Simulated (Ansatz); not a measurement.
Energy ranking of SnSe5 structures

Theory: DFT PBE, scalar-relativistic, plane waves, PAW (Ansatz 0.2.0). Settings: cutoff 420 eV, Γ-centred meshes spaced at most about 0.3 Å⁻¹, and about 0.25 Å⁻¹ or finer for metals (2π included), Gaussian smearing. No spin polarisation.

Formation energies are uncorrected and refer to the elements' standard structures at the same level. The references include grey tin.

These are static total energies at zero pressure. Larger cells and other orderings weren't all tried, so the list isn't exhaustive. Weakly bound directions are ill-defined at this level, which has no dispersion term (P-6m2), and this can change margins and order among such cells. The reference form of Se is held partly by dispersion forces, which this level lacks.

Invented guesses were relaxed alike, and ends that match in structure were merged. ΔE counts from the first row. Coordination counts Se atoms around Sn (those within 1.25 times the shortest such distance or 1.15 times the sum of covalent radii, 1.27 where that leaves under three; a plus sign parts nearer from farther groups; the shortest distance is added where it exceeds 1.18 times the sum of covalent radii). The ends were matched against large subsets of the Crystallography Open Database and the Materials Project, so a missing match doesn't prove that a structure is unreported.

| # | reached from | type and space group | atoms | Å³/atom | coordination | ΔE (meV/atom) | gap on mesh (eV) | in databases |
| --- | --- | --- | --- | --- | --- | --- | --- | --- |
| 1 | Mg5Cd type (P-6m2) | P-6m2 (No. 187) | 6 | 24.4 | Sn 6 | 0 | 0.00 | no match |
| 2 | La5Mg type (P-62m) | P-62m (No. 189) | 6 | 23.7 | Sn 6+6 | 28 | 0.00 | no match |
| 3 | random cell | P6/mmm (No. 191) | 6 | 26.1 | Sn 2+12 | 40 | 0.00 | no match |
| 4 | LaCo5 type (P6/mmm) | P6/mmm (No. 191) | 6 | 26.7 | Sn 18 from 4.0 Å | 234 | 0.00 | no match |
| 5 | Be5Au type (F-43m) | F-43m (No. 216) | 6 | 22.9 | Sn 16 from 3.4 Å | 355 | 0.00 | no match |

The lowest: Space group P-6m2 (No. 187), hexagonal, a = 3.825 Å, c = 11.543 Å. Sn has 6 Se at 2.84 Å; Se on a site of symmetry 3m is surrounded by 3 Sn at 2.84 Å and 3 Se at 3.16 Å; Se on a second site of symmetry 3m is surrounded by 3 Se at 2.81 Å and 3 Se at 3.16 Å; Se on a site of symmetry -6m2 is surrounded by 6 Se at 2.81 Å. Its energy over the elements is +0.16 eV/atom. The separate elements lie lower, so it is unstable against them. An observed structure of this formula, if there is one, may be missing.

```xyz
6
Lattice="3.8251 0.0000 0.0000 -1.9126 3.3126 0.0000 0.0000 0.0000 11.5431" Properties=species:S:1:pos:R:3 pbc="T T T"
Sn    0.0000    0.0000    0.0000
Se    1.9126    1.1042    9.7653
Se    0.0000    0.0000    7.5028
Se    1.9126    1.1042    5.7716
Se    0.0000    0.0000    4.0403
Se    1.9126    1.1042    1.7778
```

The second: Space group P-62m (No. 189), hexagonal, a = 6.472 Å, c = 3.914 Å. Around Sn lie 6 Se at 2.99 Å and 6 Se at 3.74 Å; Se on a site of symmetry -6 has 6 Se at 2.88 Å; around Se on a site of symmetry m2m lie 4 Se at 2.88 Å and 2 Sn at 2.99 Å. Counting Se atoms around Sn, the first has Sn 6 and the second has Sn 6+6. Cells relaxed within their symmetry can be saddle points.

Space group P-62m (No. 189). a = 6.472 Å, b = 6.472 Å, c = 3.914 Å, α = 90.00°, β = 90.00°, γ = 120.00°
```csv
atom,site,symmetry,x,y,z
Sn,1b,-62m,0.0000,0.0000,0.5000
Se,2d,-6..,0.3333,0.6667,0.5000
Se,3f,m2m,0.0000,0.6504,0.0000
```

Some structure types and database cells were kept out of the candidates from the start, so a known form may be missing.
